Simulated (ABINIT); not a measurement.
Crystal: HfO2.

```
Hf O
1.0
     0.00000    2.55750    2.55750
     2.55750    0.00000    2.55750
     2.55750    2.55750    0.00000
Hf O
1 2
Direct
  0.00000 0.00000 0.00000
  0.75000 0.75000 0.75000
  0.25000 0.25000 0.25000
```

Measurements of this composition are mostly on another form, of space group No. 14.

Base run:

| Item | Value |
| --- | --- |
| Program | ABINIT 10.8.3 (patched build) |
| Functional | r2SCAN |
| Potentials or basis | JTH PAW PBE v2.0 |
| Cutoff | 762 eV |
| k mesh | 9 × 9 × 9 |
| Occupations | fermi-dirac, width 0.05 eV |
| Spin | no spin polarisation |

Its results: band gap on the k mesh 4.34 eV, indirect (least direct gap 4.44 eV); pressure -12.2 GPa.

**Question.** After a change of settings the same cell gave: band gap on the k mesh 3.72 eV, indirect (least direct gap 3.83 eV); pressure -13.3 GPa. Which change was it?
A. functional from r2SCAN to PW91
B. functional from r2SCAN to PBEsol
C. functional from r2SCAN to RPBE
D. functional from r2SCAN to revPBE

**Answer.** B.

r2SCAN gives the wider gap, since meta-GGAs in the generalised Kohn-Sham scheme recover part of the derivative discontinuity.

Caveats: the PAW data sets were made with another functional, which shifts forces and pressure a little; spin-orbit coupling is left out, which moves the levels of the heavy elements; an odd mesh through Γ misses points on the zone boundary, where band edges often lie.
